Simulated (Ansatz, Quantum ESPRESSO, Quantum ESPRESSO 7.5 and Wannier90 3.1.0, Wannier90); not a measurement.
**Ballistic channels from Wannier functions: armchair graphene ribbon, 8 dimer lines**

Wanted: localised orbitals and the quantum conductance of this wire: armchair graphene ribbon, 8 dimer lines.

Method: plane-wave DFT, PBE, GBRV ultrasoft pseudopotentials (cross-check by Ansatz 0.2.0 with PAW datasets), in Quantum ESPRESSO 7.5 and Wannier90 3.1.0.

Most raw output is cut from this account.

**1. Starting point**

The cell holds 20 atoms: 16 C and 4 H. Its edges and angles: a = 18.496 Å, b = 9.000 Å, c = 4.260 Å, α = 90.0°, β = 90.0°, γ = 90.0°. It derives from C. Vacuum lies along a and b. The structure's axis is c.

**2. SCF with pw.x**

scf.in reads:

```
&control
  prefix = 'scf'
  outdir = './out'
  pseudo_dir = './pseudo'
  calculation = 'scf'
  tprnfor = .true.
/
&system
  ibrav = 0
  nat = 20
  ntyp = 2
  ecutwfc = 34
  ecutrho = 170
  occupations = 'smearing'
  smearing = 'mv'
  degauss = 0.005
/
&electrons
  conv_thr = 1e-07
  mixing_beta = 0.4
  electron_maxstep = 120
  mixing_mode = 'local-TF'
/
ATOMIC_SPECIES
  C   12.0110  c_pbe_v1.2.uspp.F.UPF
  H   1.0080  h_pbe_v1.4.uspp.F.UPF
CELL_PARAMETERS angstrom
  18.49622789386740 0.00000000000000 0.00000000000000
  0.00000000000000 9.00000000000000 0.00000000000000
  0.00000000000000 0.00000000000000 4.26000000000000
ATOMIC_POSITIONS crystal
  C   -0.232704002000 0.000000000000 0.000000000000
  C   -0.099730287000 0.000000000000 0.000000000000
  C   0.033243429000 0.000000000000 0.000000000000
  C   0.166217144000 0.000000000000 0.000000000000
  H   0.283739689000 0.000000000000 0.038732394400
  H   -0.283739689000 0.000000000000 0.127934272300
  C   -0.166217144000 0.000000000000 0.166666666700
  C   -0.033243429000 0.000000000000 0.166666666700
  C   0.099730287000 0.000000000000 0.166666666700
  C   0.232704002000 0.000000000000 0.166666666700
  C   -0.166217144000 0.000000000000 0.500000000000
  C   -0.033243429000 0.000000000000 0.500000000000
  C   0.099730287000 0.000000000000 0.500000000000
  C   0.232704002000 0.000000000000 0.500000000000
  H   -0.283739689000 0.000000000000 0.538732394400
  H   0.283739689000 0.000000000000 0.627934272300
  C   -0.232704002000 0.000000000000 0.666666666700
  C   -0.099730287000 0.000000000000 0.666666666700
  C   0.033243429000 0.000000000000 0.666666666700
  C   0.166217144000 0.000000000000 0.666666666700
K_POINTS automatic
  1 1 16 0 0 0
```

The run is started by

```sh
> OMP_NUM_THREADS=1 mpirun -n 4 pw.x -nk 1 -in scf.in > scf.out
```

Wall time 66 s (4 MPI ranks of AMD EPYC 7R43, shared host); peak memory 0.59 GiB.

Numbers from this step:

| Item | Value |
| --- | --- |
| free energy | -2564.2289 eV |
| Fermi energy | -1.689 eV |

The program's own clock; routines nest. Time by routine:

```tsv
routine	wall time (s)	calls
PWSCF	65.12	1
electrons	60.82	1
c_bands	47.46	17
cegterg	45.55	153
h_psi	32.44	922
fftw	26.77	39433
vloc_psi	24.87	922
sum_band	7.61	17
calbec	5.72	1111
h_psi:calbec	4.19	922
mix_rho	4.02	17
init_run	3.39	1
add_vuspsi	3.18	922
s_psi	3	922
```

The run needed 17 iterations to bring the estimated error under 1e-07 Ry; the largest force on any atom, held or free, is 2.25 eV/Å.

**3. Full uniform mesh without symmetry**

Wannier90 needs the states on a whole uniform mesh, listed point by point, without symmetry.

nscf.in is the input of step 2 with these lines changed:

```diff
@@ -1,7 +1,6 @@
 &control
-  prefix = 'scf'
+  prefix = 'nscf'
   outdir = './out'
   pseudo_dir = './pseudo'
-  calculation = 'scf'
-  tprnfor = .true.
+  calculation = 'nscf'
 /
@@ -16,5 +15,8 @@
   degauss = 0.005
+  nosym = .true.
+  noinv = .true.
+  nbnd = 56
 /
 &electrons
-  conv_thr = 1e-07
+  conv_thr = 1e-09
   mixing_beta = 0.4
@@ -22,2 +24,3 @@
   mixing_mode = 'local-TF'
+  diago_full_acc = .true.
 /
@@ -51,3 +54,11 @@
   C   0.166217144000 0.000000000000 0.666666666700
-K_POINTS automatic
-  1 1 16 0 0 0
+K_POINTS crystal
+8
+  0.0000000000 0.0000000000 0.0000000000 0.125
+  0.0000000000 0.0000000000 0.1250000000 0.125
+  0.0000000000 0.0000000000 0.2500000000 0.125
+  0.0000000000 0.0000000000 0.3750000000 0.125
+  0.0000000000 0.0000000000 0.5000000000 0.125
+  0.0000000000 0.0000000000 0.6250000000 0.125
+  0.0000000000 0.0000000000 0.7500000000 0.125
+  0.0000000000 0.0000000000 0.8750000000 0.125
```

The run is started by

```sh
> cp -r out/scf.save out/nscf.save
> cp out/scf.xml out/nscf.xml
> OMP_NUM_THREADS=1 mpirun -n 4 pw.x -nk 1 -in nscf.in > nscf.out
```

Run time: 47 s. Hardware: 4 MPI ranks; peak memory 0.37 GiB.

The program's own clock; routines nest. Time by routine:

```tsv
routine	wall time (s)	calls
PWSCF	45.57	1
electrons	44.07	1
c_bands	44.07	1
cegterg	42.49	31
h_psi	25.81	575
vloc_psi	20.24	575
fftw	18.55	26890
h_psi:calbec	3.18	575
calbec	3.18	575
cdiaghg	2.26	544
add_vuspsi	2.25	575
s_psi	2.15	575
init_run	1.23	1
hinit0	0.65	1
```

**4. Neighbour list from wannier90 -pp**

The .win file sets projections and windows: states in the frozen window are kept exactly, the outer window gives room to disentangle.

wan.win reads:

```
num_wann = 16
num_bands = 56
num_iter = 200
num_print_cycles = 20
conv_tol = 1e-8
conv_window = 5
guiding_centres = true
dis_num_iter = 1500
dis_conv_tol = 1e-8
dis_win_min = -10.6886
dis_win_max = 10.3114
dis_froz_max = -0.8886
dis_froz_min = -3.6886
search_shells = 120
fermi_energy = -1.6886

transport = true
transport_mode = bulk
one_dim_axis = z
dist_cutoff = 16.94
dist_cutoff_mode = one_dim
tran_win_min = -4.0
tran_win_max = 2.0
tran_energy_step = 0.02

bands_plot = true
bands_num_points = 96
begin kpoint_path
G 0.0 0.0 0.0 Z 0.0 0.0 0.5
end kpoint_path

begin projections
C:py
end projections

begin unit_cell_cart
ang
  18.4962278939 0.0000000000 0.0000000000
  0.0000000000 9.0000000000 0.0000000000
  0.0000000000 0.0000000000 4.2600000000
end unit_cell_cart

begin atoms_frac
  C  -0.2327040020 0.0000000000 0.0000000000
  C  -0.0997302870 0.0000000000 0.0000000000
  C  0.0332434290 0.0000000000 0.0000000000
  C  0.1662171440 0.0000000000 0.0000000000
  H  0.2837396890 0.0000000000 0.0387323944
  H  -0.2837396890 0.0000000000 0.1279342723
  C  -0.1662171440 0.0000000000 0.1666666667
  C  -0.0332434290 0.0000000000 0.1666666667
  C  0.0997302870 0.0000000000 0.1666666667
  C  0.2327040020 0.0000000000 0.1666666667
  C  -0.1662171440 0.0000000000 0.5000000000
  C  -0.0332434290 0.0000000000 0.5000000000
  C  0.0997302870 0.0000000000 0.5000000000
  C  0.2327040020 0.0000000000 0.5000000000
  H  -0.2837396890 0.0000000000 0.5387323944
  H  0.2837396890 0.0000000000 0.6279342723
  C  -0.2327040020 0.0000000000 0.6666666667
  C  -0.0997302870 0.0000000000 0.6666666667
  C  0.0332434290 0.0000000000 0.6666666667
  C  0.1662171440 0.0000000000 0.6666666667
end atoms_frac

mp_grid = 1 1 8
begin kpoints
  0.0 0.0 0.0000000000
  0.0 0.0 0.1250000000
  0.0 0.0 0.2500000000
  0.0 0.0 0.3750000000
  0.0 0.0 0.5000000000
  0.0 0.0 0.6250000000
  0.0 0.0 0.7500000000
  0.0 0.0 0.8750000000
end kpoints
```

The run is started by

```sh
> OMP_NUM_THREADS=1 wannier90.x -pp wan > wan.pp.log
```

Run time: 0.89 s. Hardware: 1 MPI rank; peak memory 0.08 GiB.

**5. Overlaps and projections**

pw2wannier90.x computes the overlaps between neighbouring k-points and the projections.

wan.p2w.in reads:

```
&inputpp
  prefix = 'nscf'
  outdir = './out'
  seedname = 'wan'
  write_mmn = .true.
  write_amn = .true.
  write_unk = .false.
/
```

The run is started by

```sh
> OMP_NUM_THREADS=1 mpirun -n 4 pw2wannier90.x -in wan.p2w.in > wan.p2w.out
```

It took 16 s on 4 MPI ranks; peak memory 0.33 GiB; 60 s of CPU time.

**6. Wannier functions and transport**

After disentangling and localising, transport_mode = bulk builds principal layers from hoppings within dist_cutoff and counts open channels.

wan.win is that of step 4.

The run is started by

```sh
> OMP_NUM_THREADS=1 wannier90.x wan > wan.run.log
```

Elapsed: 15 s, on 1 MPI rank; peak memory 0.08 GiB.

This step gave:

```
lead channels at the Fermi level, one spin                                        : 1.58e-5
total spread                                                                      : 32.45 Å²
gauge-invariant spread                                                            : 29.21 Å²
largest misfit to plane-wave levels between mesh points, inside the frozen window : 0.002413 eV
```

Per spin. Table of quantum conductance of the perfect wire, open channels by energy, zero at the Fermi level:

energy (eV), quantum conductance of the perfect wire, open channels and a bar:
```
   -4.000       3.00 ##################
   -3.800       3.00 ##################
   -3.600       4.00 ########################
   -3.400       4.00 ########################
   -3.200       4.00 ########################
   -3.000       4.00 ########################
   -2.800       4.00 ########################
   -2.600       4.00 ########################
   -2.400       4.00 ########################
   -2.200       4.00 ########################
   -2.000       3.00 ##################
   -1.800       2.90 #################
   -1.600       2.00 ############
   -1.400       2.00 ############
   -1.200       2.00 ############
   -1.020       1.00 ######
   -0.800       1.00 ######
   -0.600       1.00 ######
   -0.400       1.00 ######
   -0.200       1.00 ######
    0.000       0.00 
    0.200       1.00 ######
    0.400       1.00 ######
    0.600       1.00 ######
    0.800       1.00 ######
    1.000       1.00 ######
    1.200       2.00 ############
    1.400       2.00 ############
    1.600       2.00 ############
    1.800       5.00 ##############################
    2.000       4.00 ########################
```

Wannier functions:

```tsv
no.	x (Å)	y (Å)	z (Å)	spread (Å²)
1	-4.273	5.00e-6	0.0299	1.514
2	-1.842	1.00e-6	-0.71	2.473
3	0.6891	-1.00e-6	0.08343	1.887
4	2.861	-1.00e-6	0.1234	1.901
5	-2.861	-3.00e-6	0.5866	1.901
6	-0.6891	-2.00e-6	0.6266	1.887
7	1.842	-4.00e-6	1.42	2.473
8	4.273	2.00e-6	0.6801	1.514
9	-2.861	-3.00e-6	2.253	1.901
10	-0.6891	-2.00e-6	2.213	1.887
11	4.133	0	1.42	3.148
12	4.273	2.00e-6	2.16	1.514
13	-4.273	5.00e-6	2.81	1.514
14	-4.132	-1.00e-6	3.55	3.148
15	0.6891	-1.00e-6	2.757	1.887
16	2.861	-1.00e-6	2.717	1.901
```

Electronic bands along the path, in eV, zero at the Fermi level; v1 is the highest filled band, c1 the lowest empty one:

```tsv
point	v4	v3	v2	v1	c1	c2	c3	c4
Γ	-2.01	-1.80	-1.16	-0.06	0.17	1.16	1.67	1.93
halfway	-3.31	-2.86	-1.93	-1.92	1.67	1.88	3.05	3.25
Z	-3.68	-3.68	-2.54	-2.54	2.01	2.01	3.63	3.63
```

Bands and channels are those of the Wannier model: bands that were not projected, and all outside the frozen window, are missing or only approximate.

**7. Neighbour list from wannier90 -pp, with dist_cutoff = 9.37**

How much does a setting matter? One run is repeated with a change.

wan_w.win is the input of step 6 with these lines changed:

```diff
@@ -19,3 +19,3 @@
 one_dim_axis = z
-dist_cutoff = 16.94
+dist_cutoff = 9.37
 dist_cutoff_mode = one_dim
```

The run is started by

```sh
> OMP_NUM_THREADS=1 wannier90.x -pp wan_w > wan_w.pp.log
```

Wall time 0.89 s (1 MPI rank); peak memory 0.08 GiB.

**8. Overlaps and projections**

The same post-processing, on the changed run.

wan_w.p2w.in reads:

```
&inputpp
  prefix = 'nscf'
  outdir = './out'
  seedname = 'wan_w'
  write_mmn = .true.
  write_amn = .true.
  write_unk = .false.
/
```

The run is started by

```sh
> OMP_NUM_THREADS=1 mpirun -n 4 pw2wannier90.x -in wan_w.p2w.in > wan_w.p2w.out
```

Wall time 17 s (4 MPI ranks); peak memory 0.33 GiB.

**9. Wannier functions and transport, with dist_cutoff = 9.37**

A sensitivity test on the input.

wan_w.win is the input of step 6 with these lines changed:

```diff
@@ -19,3 +19,3 @@
 one_dim_axis = z
-dist_cutoff = 16.94
+dist_cutoff = 9.37
 dist_cutoff_mode = one_dim
```

The run is started by

```sh
> OMP_NUM_THREADS=1 wannier90.x wan_w > wan_w.run.log
```

The job ended after 11 s (1 MPI rank; peak memory 0.08 GiB).

The total spread is 32.4 against 32.4 Å². Between −2 and 0.8 eV the channel count differs from the first run's at 1 % of the energies, and at the Fermi level it is 0 against 0. Spreads don't depend on this cutoff; only the transport does.

**10. The same in Ansatz**

A second code with its own PAW datasets, on the same atoms.

Level of this step: plane-wave DFT, PBE, Ansatz PAW (Ansatz 0.2.0).

input.yaml reads:

```yaml
crystal:
  lattice:
    - [18.4962278939, 0.0, 0.0]
    - [0.0, 9.0, 0.0]
    - [0.0, 0.0, 4.26]
  atoms:
    - { symbol: C, position: [-0.232704002, 0.0, 0.0] }
    - { symbol: C, position: [-0.099730287, 0.0, 0.0] }
    - { symbol: C, position: [0.033243429, 0.0, 0.0] }
    - { symbol: C, position: [0.166217144, 0.0, 0.0] }
    - { symbol: H, position: [0.283739689, 0.0, 0.0387323944] }
    - { symbol: H, position: [-0.283739689, 0.0, 0.1279342723] }
    - { symbol: C, position: [-0.166217144, 0.0, 0.1666666667] }
    - { symbol: C, position: [-0.033243429, 0.0, 0.1666666667] }
    - { symbol: C, position: [0.099730287, 0.0, 0.1666666667] }
    - { symbol: C, position: [0.232704002, 0.0, 0.1666666667] }
    - { symbol: C, position: [-0.166217144, 0.0, 0.5] }
    - { symbol: C, position: [-0.033243429, 0.0, 0.5] }
    - { symbol: C, position: [0.099730287, 0.0, 0.5] }
    - { symbol: C, position: [0.232704002, 0.0, 0.5] }
    - { symbol: H, position: [-0.283739689, 0.0, 0.5387323944] }
    - { symbol: H, position: [0.283739689, 0.0, 0.6279342723] }
    - { symbol: C, position: [-0.232704002, 0.0, 0.6666666667] }
    - { symbol: C, position: [-0.099730287, 0.0, 0.6666666667] }
    - { symbol: C, position: [0.033243429, 0.0, 0.6666666667] }
    - { symbol: C, position: [0.166217144, 0.0, 0.6666666667] }
kpoints:
  mp_grid: { grid: [1, 1, 16] }
hamiltonian:
  xc: pbe
scf:
  occupations: { method: fermi_dirac, width: 0.05 }
  convergence: { dr2_threshold: 1.0e-08 }
output:
  transmission:
    leads: [[0, 0]]
    e_range: [-4.0, 2.0]
    de: 0.05
    kmesh: [1, 1]
    reduced_basis: true
```

The run is started by

```sh
> ansatz run input.yaml --threads 4 --pin off --max-ram 8192MiB --backend cpu --events-out ev --progress --plain --runs-dir out
```

Wall time 12 min (4 threads); peak memory 1.8 GiB; 20 min of CPU time.

Read from the output:

| Item | Value |
| --- | --- |
| free energy | -4078.0787 eV |
| energy at zero smearing | -4078.0769 eV |
| smearing term TS | 0.003707 eV |
| Fermi energy | -1.625 eV |
| symmetry operations | 8 |
| lead channels at the Fermi level, one spin | 0 |

Per spin. Table of open channels by energy, zero at the Fermi level:

energy (eV), open channels and a bar:
```
   -4.000       5.00 #########################
   -3.800       5.00 #########################
   -3.600       6.00 ##############################
   -3.400       5.00 #########################
   -3.200       4.00 ####################
   -3.000       2.00 ##########
   -2.800       4.00 ####################
   -2.600       4.00 ####################
   -2.400       4.00 ####################
   -2.200       4.00 ####################
   -2.000       3.00 ###############
   -1.800       2.00 ##########
   -1.600       2.00 ##########
   -1.400       2.00 ##########
   -1.200       1.00 #####
   -1.000       1.00 #####
   -0.800       1.00 #####
   -0.600       1.00 #####
   -0.400       1.00 #####
   -0.200       1.00 #####
    0.000       0.00 
    0.200       1.00 #####
    0.400       1.00 #####
    0.600       1.00 #####
    0.800       1.00 #####
    1.000       1.00 #####
    1.200       2.00 ##########
    1.400       2.00 ##########
    1.600       4.00 ####################
    1.800       5.00 #########################
    2.000       4.00 ####################
```

**11. Summary of results**

| Item | Value |
| --- | --- |
| open channels at the Fermi level, per spin | 0 |
| gap in the conductance, to one step of the energy grid | 0.24 eV |
| total spread | 32.4 Å² |
| gauge-invariant spread | 29.2 Å² |
| largest band misfit in the frozen window | 0.00241 eV |
| channels at the Fermi level by Ansatz | 0 |

What this shows: The wire has no channel at the Fermi level: its conductance has a gap of 0.24 eV. Between -2 and 0.8 eV the channel count from Wannier functions equals that from Ansatz's layer matching at 91 % of the energies; outside the frozen window the Wannier bands are not held to the plane-wave ones. Each plane-wave level in the frozen window has a Wannier level within 0.01 eV; this test doesn't see extra bands that a model may add. The wire is perfect, so the conductance only counts bands: each channel, with its partner of the other spin, carries G₀ = 2e²/h. It was run without spin polarisation, which was not tested. It is as built, with forces up to 2.2 eV/Å; relaxing the bonds would move the band edges.

[Logs are printed without paths, hosts, clocks, repeated set-up lines and the standing remarks that a program may print on its own settings, such as how far it seeks lower states.]

[Hosts, paths, dates, database ids (printed as entryN), source tags and the programs' standing remarks are cut or masked in the printed files.]

[Maps of the electrostatic potential energy from Ansatz leave out the sawtooth potential of an applied field or a dipole correction, so their vacuum need not be flat; planar profiles and work functions include it.]
